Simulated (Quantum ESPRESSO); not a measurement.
A calculation with Quantum ESPRESSO 7.5 of C (ASE script, structure from a P1 CIF):

The input run.py:

```python
import numpy as np
from ase.calculators.espresso import Espresso, EspressoProfile
from ase.io import read

atoms = read('C.cif')

input_data = {
    'control': {'calculation': 'scf', 'prefix': 'pwscf', 'outdir': './tmp', 'tprnfor': True, 'tstress': True, 'disk_io': 'nowf'},
    'system': {'ecutwfc': 55.0, 'ecutrho': 440.0, 'nbnd': 7, 'occupations': 'smearing', 'smearing': 'fd', 'degauss': 0.00367493},
    'electrons': {'conv_thr': 2e-10, 'electron_maxstep': 120, 'mixing_beta': 0.5},
}
pseudopotentials = {'C': 'C.pbe-n-kjpaw_psl.1.0.0.UPF'}
profile = EspressoProfile(command='pw.x', pseudo_dir='pseudo')
dft = Espresso(profile=profile, input_data=input_data, pseudopotentials=pseudopotentials, kpts=(6, 6, 20), koffset=(0, 0, 0))
atoms.calc = dft

print(f'energy {atoms.get_potential_energy():.8f} eV')
print('forces (eV/A)')
print(np.round(atoms.get_forces(), 6))
print('stress (eV/A^3, Voigt)')
print(np.round(atoms.get_stress(), 8))
print(f'Fermi level {dft.get_fermi_level():.4f} eV')
```

C.cif

```cif
data_C
_cell_length_a 4.25517000
_cell_length_b 4.25517000
_cell_length_c 1.28229000
_cell_angle_alpha 90.00000000
_cell_angle_beta 90.00000000
_cell_angle_gamma 90.00000000
_space_group_name_H-M_alt 'P1'
_space_group_name_Hall 'P 1'
_space_group_IT_number 1
loop_
_space_group_symop_operation_xyz
'x,y,z'
loop_
_atom_site_label
_atom_site_type_symbol
_atom_site_symmetry_multiplicity
_atom_site_Wyckoff_symbol
_atom_site_fract_x
_atom_site_fract_y
_atom_site_fract_z
_atom_site_occupancy
C1 C 1 a 0.5000000000 0.5000000000 0.5000000000 1
```

Potentials or basis: SSSP 1.3 efficiency PBE.

Command:

```bash
$ OMP_NUM_THREADS=1 python run.py
```

The cell was built by a generator and needn't be a form met in nature.

Q: Write the same calculation in another form: native input, structure typed inline.

A: As run:

pw.in

```
&CONTROL
  calculation = 'scf'
  prefix = 'pwscf'
  outdir = './tmp'
  pseudo_dir = './pseudo'
  tprnfor = .true.
  tstress = .true.
  disk_io = 'nowf'
/
&SYSTEM
  ibrav = 0
  nat = 1
  ntyp = 1
  ecutwfc = 55
  ecutrho = 440
  nbnd = 7
  occupations = 'smearing'
  smearing = 'fd'
  degauss = 0.00367493
/
&ELECTRONS
  conv_thr = 2d-10
  electron_maxstep = 120
  mixing_beta = 0.5
/
ATOMIC_SPECIES
C     12.0110 C.pbe-n-kjpaw_psl.1.0.0.UPF
CELL_PARAMETERS angstrom
   4.2551700000    0.0000000000    0.0000000000
   0.0000000000    4.2551700000    0.0000000000
   0.0000000000    0.0000000000    1.2822900000
ATOMIC_POSITIONS crystal
C      0.5000000000    0.5000000000    0.5000000000
K_POINTS automatic
6 6 20 0 0 0
```

Potentials or basis: SSSP 1.3 efficiency PBE.

Command:

```sh
$ OMP_NUM_THREADS=1 pw.x -in pw.in > pw.out
```

Both were run:

|  | ASE script, structure from a P1 CIF | native input, structure typed inline |
| --- | --- | --- |
| Pressure | 0.1 GPa | 0.1 GPa |
| Band gap on the k mesh | none (metal or under the smearing width) | none (metal or under the smearing width) |

Keys that steer only the numerical path or the files written may differ.
